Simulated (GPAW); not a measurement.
**How NbAs2 absorbs and reflects light**

Aim: the dielectric function of NbAs2, and the optical constants that follow from it.

Program: GPAW 26.7.0. Level of theory: DFT, RPBE, plane-wave PAW (GPAW data sets), scalar-relativistic, RPA, optical limit. Results are calculated unless marked as measured.

Most raw output is cut from this account.

## 1. Starting point

The structure is monoclinic, space group C2 (No. 5). The conventional cell has a = 9.357 Å, b = 3.382 Å, c = 7.792 Å, α = 90.00°, β = 119.46°, γ = 90.00°. Nearest to Nb lie 8 As at 2.54 to 2.82 Å. Nearest to As lie 5 Nb at 2.66 to 2.75 Å and 1 As at 2.98 Å. Nearest to As lie 3 As at 2.45 to 2.84 Å and 3 Nb at 2.54 to 2.82 Å. Farther neighbours are not listed.

As a file:

```
Nb As
1.0
     4.67850   -1.69115    0.00000
     4.67850    1.69115    0.00000
    -3.83223    0.00000    6.78449
Nb As
2 4
Direct
  0.15560 0.15560 0.69560
  0.84440 0.84440 0.30440
  0.41720 0.39320 0.60720
  0.60680 0.58280 0.39280
  0.79310 0.92710 0.97430
  0.07290 0.20690 0.02570
```

## 2. Ground state

The self-consistent density comes first; it also tells whether there is a gap, which decides the occupations and the need for a Drude term.

This step: DFT, RPBE, plane-wave PAW (GPAW data sets), scalar-relativistic, ground state (GPAW 26.7.0).

gs.py reads:

```python
from ase import Atoms
from ase.dft.bandgap import bandgap
from gpaw import GPAW, PW, FermiDirac

atoms = Atoms(['Nb', 'Nb', 'As', 'As', 'As', 'As'],
              cell=[[4.678500000000, -1.691150000000, 0.000000000000],
                    [4.678500000000, 1.691150000000, 0.000000000000],
                    [-3.832228848000, 0.000000000000, 6.784488636300]],
              scaled_positions=[[0.155600000000, 0.155600000000, 0.695600000000],
                                [0.844400000000, 0.844400000000, 0.304400000000],
                                [0.417200000000, 0.393200000000, 0.607200000000],
                                [0.606800000000, 0.582800000000, 0.392800000000],
                                [0.793100000000, 0.927100000000, 0.974300000000],
                                [0.072900000000, 0.206900000000, 0.025700000000]],
              pbc=[True, True, True])
atoms.calc = GPAW(mode=PW(400), xc='RPBE', kpts={'size': (7, 7, 4), 'gamma': True},
                  occupations=FermiDirac(0.05), maxiter=150, txt='gs.txt')
print('energy (eV)', atoms.get_potential_energy())
print('Fermi level (eV)', atoms.calc.get_fermi_level())
print('valence electrons', atoms.calc.get_number_of_electrons())
print('gap (eV)', bandgap(atoms.calc, output=None)[0])
print('direct gap (eV)', bandgap(atoms.calc, direct=True, output=None)[0])
atoms.calc.write('gs.gpw')
```

The run is started by

```
OMP_NUM_THREADS=1 python gs.py
```

It took 87 s on 1 thread of Arm Neoverse V2, shared host; peak memory 0.24 GiB.

Numbers from this step:

* energy: -39.60 eV
* Fermi energy: 9.765 eV
* electrons: 46

There are states at the Fermi level within the smearing, so the occupations stay smeared and the carriers get a Drude term.

## 3. Bands for the response

The response needs many more empty bands than the density does.

This step: DFT, RPBE, plane-wave PAW (GPAW data sets), scalar-relativistic, bands at fixed density (GPAW 26.7.0).

nscf.py reads:

```python
from ase.dft.bandgap import bandgap
from gpaw import GPAW, FermiDirac

calc = GPAW('gs.gpw').fixed_density(kpts={'size': (10, 10, 6), 'gamma': True}, nbands=65, convergence={'bands': 59},
                                    occupations=FermiDirac(0.05), txt='nscf.txt')
print('gap (eV)', bandgap(calc, output=None)[0])
print('direct gap (eV)', bandgap(calc, direct=True, output=None)[0])
print('top band over the Fermi level (eV)', min(calc.get_eigenvalues(kpt=k)[58] for k in range(len(calc.get_ibz_k_points()))) - calc.get_fermi_level())
calc.write('full.gpw', mode='all')
```

The run is started by

```
OMP_NUM_THREADS=1 python nscf.py
```

The job ended after 9.8 min (1 thread; peak memory 0.62 GiB).

## 4. Dielectric function, RPA

Transitions between filled and empty bands, summed over the zone, give the optical response, so mesh, band count and broadening shape it.

The induced potential is part of this response.

This step: DFT, RPBE, plane-wave PAW (GPAW data sets), scalar-relativistic, RPA, optical limit (GPAW 26.7.0).

df.py reads:

```python
from gpaw.response.df import DielectricFunction

df = DielectricFunction('full.gpw', frequencies={'type': 'nonlinear', 'domega0': 0.03, 'omega2': 8},
                        ecut=80,
                        eta=0.2,
                        nbands=59,
                        rate=0.2,
                        txt='df.txt')
for direction in ['x', 'y', 'z']:
    df.get_dielectric_function(xc='RPA', direction=direction, filename=f'df_{direction}.csv')
```

The run is started by

```
OMP_NUM_THREADS=1 python df.py
```

Run time: 2.3 min. Hardware: 1 thread; peak memory 0.97 GiB.

Some rows of df_x.csv (energy; Re and Im without local fields; Re and Im with them):

```text
0.000000, 77.130929, 0.000000, 75.504206, 0.000000
0.460735, 30.059573, 11.897634, 28.315074, 11.542083
0.943989, 29.180931, 14.536547, 27.753879, 13.662604
1.451455, 25.514748, 17.082672, 24.376800, 16.130175
1.984998, 21.923054, 20.780627, 20.990762, 19.727875
2.546682, 17.288246, 25.071741, 16.635472, 23.387611
3.138794, 7.823341, 24.714003, 7.913323, 23.642283
3.763875, 2.077054, 23.576620, 2.248933, 22.586998
4.424758, -2.620915, 20.009842, -2.207836, 19.237659
5.124608, -5.742781, 15.350576, -5.355670, 14.748384
5.866977, -6.560614, 10.670639, -6.154471, 10.078536
6.655862, -5.922678, 7.564849, -4.955860, 7.361855
7.495775, -4.656547, 5.224544, -4.367226, 5.504859
8.391833, -4.206497, 4.051081, -4.150649, 4.156055
9.349861, -3.430522, 2.926549, -3.401111, 2.900471
10.376517, -2.824575, 2.279847, -2.726565, 2.241112
11.479449, -2.404148, 1.536983, -2.321678, 1.565669
12.667487, -1.767694, 0.985042, -1.707570, 0.988096
13.950874, -1.239277, 0.686584, -1.200989, 0.686031
15.341572, -0.807961, 0.492317, -0.772219, 0.500306
16.853625, -0.449376, 0.373600, -0.428640, 0.383737
18.503643, -0.187258, 0.298260, -0.183468, 0.319279
```

Sum at mesh points, not converged in k. Table of Im ε by photon energy; read off at these points:

```
photon energy (eV)  E ∥ x  E ∥ y  E ∥ z
               1.0   14.2   15.8   15.3
               2.0   19.8   14.3   18.5
               2.8   25.7   18.3   19.3
               3.0   24.5   18.4   18.9
               3.4   23.5   18.4   19.1
               3.6   23.2   18.3   19.9
               4.0   21.3   17.6   18.8
               5.0   15.6   14.1   12.9
               6.0   9.36   8.63   8.67
               7.0   6.65   6.09   5.96
               8.0   5.01   4.45   5.48
               9.0   3.28   3.93   3.65
              10.0   2.46   3.01   3.04
              11.0   1.87   2.22   2.62
              12.0   1.24   1.76   2.09
              13.0  0.913   1.46   1.40
              14.0  0.677   1.12   1.01
              15.0  0.539  0.822  0.808
              16.0  0.438  0.742  0.635
              17.0  0.378  0.655  0.562
              18.0  0.340  0.578  0.508
```

Values under 1 per cm are given as 1; sum at mesh points, not converged in k. Table of absorption coefficient by photon energy:

```
photon energy (eV)  E ∥ x (1/cm)  E ∥ y (1/cm)  E ∥ z (1/cm)
             1.010         1.4e5         1.8e5         1.7e5
             1.486         2.4e5         2.3e5         2.5e5
             1.985         4.0e5         3.3e5         4.2e5
             2.508         6.1e5         5.3e5         5.7e5
             3.018         9.0e5         7.3e5         7.6e5
             3.510         1.1e6         9.2e5         9.5e5
             3.980         1.3e6         1.1e6         1.2e6
             4.516         1.5e6         1.3e6         1.4e6
             4.981         1.6e6         1.5e6         1.5e6
             5.515         1.8e6         1.6e6         1.5e6
             6.021         1.8e6         1.6e6         1.6e6
             6.494         1.8e6         1.6e6         1.6e6
             6.985         1.8e6         1.6e6         1.6e6
             7.496         1.8e6         1.6e6         1.6e6
             8.026         1.9e6         1.6e6         1.8e6
             8.516         1.9e6         1.7e6         1.8e6
             9.023         1.9e6         1.7e6         1.7e6
             9.483         1.9e6         1.8e6         1.7e6
            10.026         1.8e6         1.8e6         1.7e6
            10.519         1.9e6         1.8e6         1.8e6
            11.029         1.9e6         1.8e6         1.8e6
            11.479         1.9e6         1.7e6         1.8e6
            12.023         1.8e6         1.7e6         1.9e6
            12.504         1.8e6         1.7e6         1.9e6
            13.000         1.7e6         1.7e6         1.8e6
            13.512         1.7e6         1.7e6         1.8e6
            14.040         1.6e6         1.7e6         1.7e6
            14.493         1.5e6         1.6e6         1.6e6
            14.960         1.5e6         1.5e6         1.6e6
            15.536         1.4e6         1.4e6         1.5e6
            16.031         1.3e6         1.4e6         1.5e6
            16.541         1.3e6         1.4e6         1.4e6
            16.959         1.2e6         1.3e6         1.4e6
            17.496         1.1e6         1.3e6         1.3e6
            18.049         1.1e6         1.3e6         1.3e6
            18.504         9.9e5         1.2e6         1.2e6
```

Sum at mesh points, not converged in k. Table of Im ε, E ∥ x by photon energy; read off at these points:

```
photon energy (eV)  without local fields  with local fields
              1.00                  15.1               14.2
              1.50                  17.5               16.5
              2.00                  20.9               19.8
              2.50                  24.5               22.9
              2.78                  27.3               25.7
              2.82                  27.2               25.7
              3.00                  25.7               24.5
              3.50                  24.4               23.4
              4.00                  22.2               21.3
              4.50                  19.6               18.9
              5.00                  16.2               15.6
              5.50                  12.9               12.3
              6.00                  10.0               9.36
              6.50                  8.05               7.66
              7.00                  6.39               6.65
              7.50                  5.22               5.50
              8.00                  4.82               5.01
              8.50                  3.92               4.00
              9.00                  3.25               3.28
              9.50                  2.79               2.74
             10.00                  2.52               2.46
             10.50                  2.21               2.17
             11.00                  1.88               1.87
             11.50                  1.52               1.55
             12.00                  1.24               1.24
             12.50                  1.05               1.05
             13.00                 0.907              0.913
             13.50                 0.779              0.790
             14.00                 0.678              0.677
             14.50                 0.602              0.608
             15.00                 0.529              0.539
             15.50                 0.478              0.487
             16.00                 0.421              0.438
             16.50                 0.385              0.399
             17.00                 0.368              0.378
             17.50                 0.345              0.363
             18.00                 0.312              0.340
             18.50                 0.298              0.319
```

Sum at mesh points, not converged in k. Loss function −Im 1/ε at q → 0 against energy loss; read off at these points:

```
energy loss (eV)   E ∥ x   E ∥ y   E ∥ z
               1  0.0149  0.0305  0.0260
               2  0.0239  0.0309  0.0317
               3  0.0360  0.0432  0.0440
               4  0.0470  0.0550  0.0527
               5  0.0585  0.0677  0.0718
               6  0.0760  0.0961  0.0926
               7  0.0967   0.122   0.135
               8   0.113   0.172   0.140
               9   0.134   0.181   0.187
              10   0.173   0.212   0.220
              11   0.191   0.249   0.254
              12   0.216   0.314   0.256
              13   0.282   0.396   0.294
              14   0.365   0.441   0.379
              15   0.514   0.602   0.508
              16   0.769   0.837   0.718
              17    1.24    1.07    1.02
              18    1.90    1.28    1.34
```

The reflectivity at normal incidence has structure finer than the step of the table below, so its rows give means over 1 eV, whole bins alone (the curve runs from 0.619 to 18.9 eV). Peaks (eV: height): E ∥ x 5.8: 58.4, 12.6: 60.7; E ∥ y 5.4: 53.5, 10.3: 48.3, 14.1: 46.1; E ∥ z 4.5: 53.4, 8.3: 50.4, 13.1: 51.9.

Sum at mesh points, not converged in k. The reflectivity at normal incidence by photon energy; means over each step:

```
photon energy (eV)  E ∥ x (%)  E ∥ y (%)  E ∥ z (%)
                 2       50.1       44.7       47.5
                 3       52.6       47.3       48.0
                 4       54.4       49.3       51.5
                 5       56.9       52.6       52.8
                 6       57.8       52.1       52.4
                 7       56.2       50.4       47.3
                 8       56.2       45.6       47.9
                 9       57.9       46.2       47.4
                10       56.5       47.5       45.4
                11       57.5       47.6       44.4
                12       60.3       46.0       48.2
                13       60.0       43.9       51.6
                14       59.2       45.6       51.5
                15       56.8       44.5       49.4
                16       53.5       39.4       46.8
                17       47.8       35.8       41.6
                18       41.7       34.6       38.0
```

From ε follow the optical constants at some laser and lamp lines:

```
wavelength (nm)   n x    k x  R (%) x   1/α x   n y    k y  R (%) y   1/α y
           1550  5.46  1.155     49.3  107 nm  4.66  1.851     47.4   67 nm
           1064  5.29  1.454     49.2   58 nm  4.30  1.656     44.2   51 nm
            633  4.99  1.960     49.8   26 nm  4.32  1.628     44.2   31 nm
            532  4.81  2.301     50.7   18 nm  4.32  1.916     46.0   22 nm
            405  4.11  2.923     52.6   11 nm  3.83  2.390     47.2   13 nm
            308  3.27  3.236     54.4  7.6 nm  3.23  2.734     49.1  9.0 nm
            248  2.39  3.255     56.7  6.1 nm  2.38  2.961     52.9  6.7 nm
```

A polished face would reflect 48 % of daylight and look light grey (CIE x = 0.310, y = 0.326 under D65).

## 5. Outcome

In words: At this level (RPBE, RPA) NbAs2 is a metal. The mesh is too coarse to trust the carriers' weight, the reflectivity or the colour to better than tens of per cent. A polished face would reflect 48 % of daylight and look light grey (CIE x = 0.310, y = 0.326 under D65). The carriers' damping of 0.2 eV is typed, not computed; it shapes the response at the lowest energies. The curves end at 19 eV, about where the summed bands run out. In this version of GPAW the matrix elements of the optical limit are incomplete, which can lower ε − 1 by up to a tenth where first-row anions or d states rule, and shift it by more in d metals. GPAW's carrier term has the form −ωp²/(ω + i·rate)², which damps like twice the rate and fails at low energy, so the curves leave the lowest energies out. The sum runs over mesh points 0.20 Å⁻¹ apart with no interpolation, so peaks are partly noise of the mesh, and the Drude plasma energy, a sum over the Fermi surface, isn't converged.

[Machine, clock and banner lines and Python warnings are left out of the logs.]

[Logs are printed without paths, hosts, clocks, repeated set-up lines and the standing remarks that a program may print on its own settings, such as how far it seeks lower states.]

[Hosts, paths, dates, database ids (printed as entryN), source tags and the programs' standing remarks are cut or masked in the printed files.]
